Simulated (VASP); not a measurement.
# Se (R-3m) in VASP: notebook

The runs below take Se through relaxation of cell and atoms, with LDA.

Everything below comes from runs of VASP 6.6.1. Logs are shortened: lines on timing, memory, paths and dates and some standing lists are left out, and cuts for length are marked.

## (1) Starting point

It takes space group R-3m (No. 166, trigonal). The conventional cell has a = 3.930 Å, b = 3.930 Å, c = 2.995 Å, α = 90.00°, β = 90.00°, γ = 120.00°. Around Se (site symmetry -3m) lie 6 Se at 2.48 Å.

This isn't the form of Se at room conditions, which is trigonal, of chains.

## (2) Relaxation of cell and atoms, LDA, target pressure 30 GPa, at which the enthalpy is minimised

INCAR reads:

```
PREC = Accurate ; ENCUT = 520
EDIFF = 1E-7 ; ISMEAR = 0
SIGMA = 0.1 ; LREAL = F
LASPH = T ; NELM = 60
ALGO = Normal ; ISIF = 3
LWAVE = F ; LCHARG = F
GGA = CA ; IBRION = 2
NSW = 80 ; EDIFFG = -0.002
PSTRESS = 300.0
```

KPOINTS reads:

```
Automatic mesh
0
Gamma
  21 21 21
```

POSCAR reads:

```
Se                                      
1.0
    1.9650526072      1.1345238248      0.9983449553
   -1.9650526072      1.1345238248      0.9983449553
    0.0000000000     -2.2690476502      0.9983449559
  Se            
     1
Direct
     0.0000000000000000    0.0000000000000000    0.0000000000000000
```

Potentials or basis: VASP PAW LDA potentials, release 64 (Se).

On the command line:

```
> cat potpaw_LDA.64/Se/POTCAR > POTCAR
> mpirun -np 1 vasp_std > vasp.out
```

OUTCAR:

```text
PREC = Accurate
   ENCUT = 520
   EDIFF = 1E-7
   ISMEAR = 0
   LREAL = F
   LASPH = T
   NELM = 60
   ISIF = 3
   GGA = CA
   IBRION = 2
   NSW = 80
   EDIFFG = -0.002
   PSTRESS = 300.0

 ion  position               nearest neighbor table
   1  0.000  0.000  0.000-

  LATTYP: Found a trigonal (rhomboedric) cell.
 ALAT       =     2.4789652494
 COS(alpha) =    -0.2567169745

  Lattice vectors:

 A1 = (   1.9650526072,   1.1345238248,   0.9983449553)
 A2 = (  -1.9650526072,   1.1345238248,   0.9983449553)
 A3 = (   0.0000000000,  -2.2690476502,   0.9983449559)

Analysis of symmetry for initial positions (statically):
=====================================================================
 Subroutine PRICEL returns:
 Original cell was already a primitive cell.

 Routine SETGRP: Setting up the symmetry group for a
 trigonal (rhombohedral) supercell.

 Subroutine GETGRP returns: Found 12 space group operations
 (whereof 12 operations were pure point group operations)
 out of a pool of 12 trial point group operations.

The static configuration has the point symmetry D_3d.

Analysis of symmetry for dynamics (positions and initial velocities):
=====================================================================
 Subroutine PRICEL returns:
 Original cell was already a primitive cell.

 Routine SETGRP: Setting up the symmetry group for a
 trigonal (rhombohedral) supercell.

 Subroutine GETGRP returns: Found 12 space group operations
 (whereof 12 operations were pure point group operations)
 out of a pool of 12 trial point group operations.

The dynamic configuration has the point symmetry D_3d.

 Subroutine INISYM returns: Found 12 space group operations
 (whereof 12 operations are pure point group operations),
 and found     1 'primitive' translations

----------------------------------------------------------------------------------------

                                     Primitive cell

  volume of cell :      13.3543

  direct lattice vectors                    reciprocal lattice vectors
     1.965052607  1.134523825  0.998344955     0.254446114  0.146904510  0.333885929
    -1.965052607  1.134523825  0.998344955    -0.254446114  0.146904510  0.333885929
     0.000000000 -2.269047650  0.998344956     0.000000000 -0.293809020  0.333885929

  length of vectors
     2.478965249  2.478965249  2.478965488     0.444751137  0.444751137  0.444751115

  position of ions in fractional coordinates (direct lattice)
     0.000000000  0.000000000  0.000000000

  ion indices of the primitive-cell ions
   primitive index   ion index
                 1           1

----------------------------------------------------------------------------------------

 KPOINTS: Automatic mesh

Automatic generation of k-mesh.
 Grid dimensions read from file:
 generate k-points for:   21   21   21

 Generating k-lattice:

  Cartesian coordinates                     Fractional coordinates (reciprocal lattice)
     0.012116482  0.006995453  0.015899330     0.047619048  0.000000000  0.000000000
    -0.012116482  0.006995453  0.015899330     0.000000000  0.047619048  0.000000000
     0.000000000 -0.013990906  0.015899330     0.000000000  0.000000000  0.047619048

  Length of vectors
     0.021178626  0.021178626  0.021178625

  Shift w.r.t. Gamma in fractional coordinates (k-lattice)
     0.000000000  0.000000000  0.000000000

 Subroutine IBZKPT returns following result:
 ===========================================

 Found    891 irreducible k-points:

 Following reciprocal coordinates:
            Coordinates               Weight
  0.000000  0.000000  0.000000      1.000000
  0.047619 -0.000000  0.000000      6.000000
  0.095238  0.000000  0.000000      6.000000
  0.142857 -0.000000 -0.000000      6.000000
  0.190476  0.000000  0.000000      6.000000
  0.238095 -0.000000 -0.000000      6.000000
[... 16 lines left out ...]
 -0.428571  0.047619 -0.000000     12.000000
 -0.380952  0.047619 -0.000000     12.000000
 [... further k-points ...]
   k-points           NKPTS =    891   k-points in BZ     NKDIM =    891   number of bands    NBANDS=      7
   number of dos      NEDOS =    301   number of ions     NIONS =      1
   total plane-waves  NPLWV =   5832
   dimension x,y,z NGX =    18 NGY =   18 NGZ =   18
   dimension x,y,z NGXF=    36 NGYF=   36 NGZF=   36
   ions per type =               1
   NGX,Y,Z   is equivalent  to a cutoff of  12.07, 12.07, 12.07 a.u.
   NGXF,Y,Z  is equivalent  to a cutoff of  24.14, 24.14, 24.14 a.u.
 SYSTEM =  unknown system
   PREC   = accura    normal or accurate (medium, high low for compatibility)
   ISTART =      0    job   : 0-new  1-cont  2-samecut
   ICHARG =      2    charge: 1-file 2-atom 10-const
   ISPIN  =      1    spin polarized calculation?
   LNONCOLLINEAR =      F non collinear calculations
   LSORBIT =      F    spin-orbit coupling
   LASPH  =      T    aspherical Exc in radial PAW
   ENCUT  =  520.0 eV  38.22 Ry    6.18 a.u.   4.61  4.61  4.61*2*pi/ulx,y,z
   NELM   =     60;   NELMIN=  2; NELMDL= -5     # of ELM steps
   EDIFF  = 0.1E-06   stopping-criterion for ELM
   LREAL  =      F    real-space projection
   EDIFFG = -.2E-02   stopping-criterion for IOM
   NSW    =     80    number of steps for IOM
   IBRION =      2    ionic relax: 0-MD 1-quasi-New 2-CG
   NFREE  =      1    steps in history (QN), initial steepest desc. (CG)
   ISIF   =      3    stress and relaxation
   ISYM   =      2    0-nonsym 1-usesym 2-fastsym
   POTIM  = 0.5000    time-step for ionic-motion
   TEBEG  =    0.0;   TEEND  =   0.0 temperature during run
   PSTRESS=  300.0 pullay stress
   NELECT =       6.0000    total number of electrons
   NUPDOWN=      -1.0000    fix difference up-down
   EMIN   =  10.00;   EMAX   =-10.00  energy-range for DOS
   EFERMI =   0.00;   METHOD = LEGACY
   ISMEAR =     0;   SIGMA  =   0.10  broadening in eV -4-tet -1-fermi 0-gaus
   EFERMI_NEDOS =   21; number of points for ismear=-14 and -15
   IALGO  =     38    algorithm
   IMIX   =      4    mixing-type and parameters
     AMIX     =   0.40;   BMIX     =  1.00
     AMIX_MAG =   1.60;   BMIX_MAG =  1.00
  volume/ion in A,a.u.               =      13.35        90.12
  Fermi-wavevector in a.u.,A,eV,Ry     =   1.253869  2.369468 21.390895  1.572186
  Thomas-Fermi vector in A             =   2.387701
   LORBIT       =      0    0 simple, 1 ext, 2 COOP (PROOUT), +10 PAW based schemes
   GGA     = CA    functional components
   LHFCALC =     F    Hartree Fock is set to
   AEXX    =    0.0000 exact exchange contribution
   IVDW    =     0    specifies the selected vdW correction
   LEPSILON=     F    determine dielectric tensor
   LRPA    =     F    only Hartree local field effects (RPA)
 conjugate gradient relaxation of ions
 non-spin polarized calculation
 Gauss-broadening in eV      SIGMA  =   0.10
  energy-cutoff  :      520.00
  volume of cell :       13.35
 maximum number of plane-waves:       387
   NGX =  9   NGY =  9   NGZ =  9

--------------------------------------- Ionic step        1  -------------------------------------------

 number of electron       5.9999998 magnetization

 Free energy of the ion-electron system (eV)
  ---------------------------------------------------
  ext. energy  EPLUGINS =         0.00000000
  ---------------------------------------------------
  free energy    TOTEN  =        -2.87618807 eV

  energy without entropy =       -2.87471776  energy(sigma->0) =       -2.87545292

 E-fermi :  12.0300     XC(G=0): -12.6785

 val. band max:       12.0253376478   @ k =  -0.1905   0.3333   0.1429
 cond. band min:      12.0336292489   @ k =  -0.4762   0.3333   0.1905
 fundamental gap:      0.0082916011
 Fermi energy:        12.0300382539

 k-point     1 :       0.0000    0.0000    0.0000
  band No.  band energies     occupation
      1      -9.1540      2.00000
      2      15.3317      0.00000
      3      17.7518      0.00000
      4      17.7518      0.00000
      5      22.6318      0.00000
      6      22.6318      0.00000
      7      25.5795      0.00000
[... 221 lines left out ...]
 k-point    24 :      -0.3810    0.0476   -0.0000
  band No.  band energies     occupation
      1      -5.5292      2.00000
      2       3.5058      2.00000
      3      14.6430      0.00000
      4      16.6822      0.00000
      5      21.0740      0.00000
      6      22.2570      0.00000
      7      30.4618      0.00000

 [... further k-points ...]

------------------------ aborting loop because EDIFF is reached ----------------------------------------

  FORCE on cell =-STRESS in cart. coord.  units (eV):
  Direction    XX          YY          ZZ          XY          YZ          ZX
  --------------------------------------------------------------------------------------
  -------------------------------------------------------------------------------------
  Total        6.2513795      6.2513814      6.2529047      0.0000000     -0.0000000      0.0000000
  in kB      750.0095004    750.0097295    750.1924884      0.0000000     -0.0000003      0.0000000
  external PRESSURE =     450.0705728 kB  Pullay stress =     300.0000000 kB
[... 94 lines left out ...]
  energy  without entropy=       -3.6475632211  energy(sigma->0) =       -3.64869615

  enthalpy is  TOTEN    =        -0.6582924628 eV   P V=        2.9915366226

[... ionic steps 4 to 8 ...]

--------------------------------------- Ionic step        9  -------------------------------------------

 number of electron       5.9999997 magnetization

------------------------ aborting loop because EDIFF is reached ----------------------------------------
[... 69 lines left out ...]
--------------------------------------- Ionic step       11  -------------------------------------------

 number of electron       5.9999998 magnetization

 Free energy of the ion-electron system (eV)
  ---------------------------------------------------
  ext. energy  EPLUGINS =         0.00000000
  ---------------------------------------------------
  free energy    TOTEN  =        -3.67175369 eV

  energy without entropy =       -3.66921928  energy(sigma->0) =       -3.67048648

 E-fermi :   9.1730     XC(G=0): -11.8127

 val. band max:        9.1716954258   @ k =  -0.3810   0.1905   0.1905
 cond. band min:       9.1739386515   @ k =   0.4762   0.2381   0.1429
 fundamental gap:      0.0022432257
 Fermi energy:         9.1729860432

 k-point     1 :       0.0000    0.0000    0.0000
  band No.  band energies     occupation
      1      -9.8816      2.00000
      2      11.2121      0.00000
      3      13.2642      0.00000
      4      13.2642      0.00000
      5      18.6651      0.00000
      6      18.6651      0.00000
      7      20.5946      0.00000
[... 221 lines left out ...]
 k-point    24 :      -0.3810    0.0476   -0.0000
  band No.  band energies     occupation
      1      -7.0118      2.00000
      2       1.5329      2.00000
      3      11.6943      0.00000
      4      13.2303      0.00000
      5      18.4243      0.00000
      6      19.3777      0.00000
      7      24.5391      0.00000

 [... further k-points ...]

------------------------ aborting loop because EDIFF is reached ----------------------------------------

  FORCE on cell =-STRESS in cart. coord.  units (eV):
  Direction    XX          YY          ZZ          XY          YZ          ZX
  --------------------------------------------------------------------------------------
  -------------------------------------------------------------------------------------
  Total        2.9841779      2.9841796      2.9864044      0.0000000     -0.0000000     -0.0000000
  in kB      299.8539892    299.8541657    300.0777128      0.0000000     -0.0000002     -0.0000000
  external PRESSURE =      -0.0713774 kB  Pullay stress =     300.0000000 kB
[... 20 lines left out ...]
  energy  without entropy=       -3.6692192761  energy(sigma->0) =       -3.67048648

  enthalpy is  TOTEN    =        -0.6861227152 eV   P V=        2.9856309707

 reached required accuracy - stopping structural energy minimisation
```

It took 4.3 min on 1 thread of Intel Xeon Platinum 8259CL at 2.50GHz (Skylake/Cascade Lake), shared host; peak memory 0.19 GiB.

Results:

```yaml
Free_energy: -3.6718 eV
Relaxed_volume: 15.95 Å³/atom
Relaxed_cell: a = 2.596 Å, b = 2.596 Å, c = 2.596 Å, α = 102.83°, β = 102.83°, γ = 102.83°
Space_group_after_relaxing_to_0.05_Å: R-3m (No. 166)
Energy_change_on_relaxing_the_enthalpy_is_what_falls: -795.6 meV/atom
Ionic_steps: 11
Pressure_after_relaxing: 30.0 GPa
Band_gap_on_the_k_mesh: none (metal or under the smearing width)
```

The path:
```tsv
step	energy change (eV)	largest force (eV/Å)	pressure (GPa)	volume (Å³)
1	0.0000	0.0000	75.01	13.35
2	-0.9272	0.0000	-8.60	22.00
3	-0.7736	0.0000	26.14	15.98
4	-0.7291	0.0000	29.38	15.72
5	-0.7198	0.0000	30.04	15.67
6	-0.7547	0.0000	30.35	15.76
7	-0.7728	0.0000	31.03	15.83
8	-0.7753	0.0000	31.19	15.84
9	-0.7762	0.0000	31.26	15.84
10	-0.8340	0.0000	27.42	16.16
11	-0.7956	0.0000	29.99	15.95
```

Final structure:
```cif
data_structure
_symmetry_space_group_name_H-M 'P 1'
_symmetry_Int_Tables_number 1
_cell_length_a 2.5963
_cell_length_b 2.5963
_cell_length_c 2.5963
_cell_angle_alpha 102.831
_cell_angle_beta 102.831
_cell_angle_gamma 102.831
_cell_volume 15.95
loop_
_atom_site_label
_atom_site_type_symbol
_atom_site_fract_x
_atom_site_fract_y
_atom_site_fract_z
_atom_site_occupancy
Se1 Se 0.00000 0.00000 0.00000 1
```

Caveat: the cell is relaxed towards a set pressure, so the enthalpy falls and the energy may rise; the volume moved by over 15 % at a fixed basis, so the end points are rough.

(Part 1 of 2 ends here.)
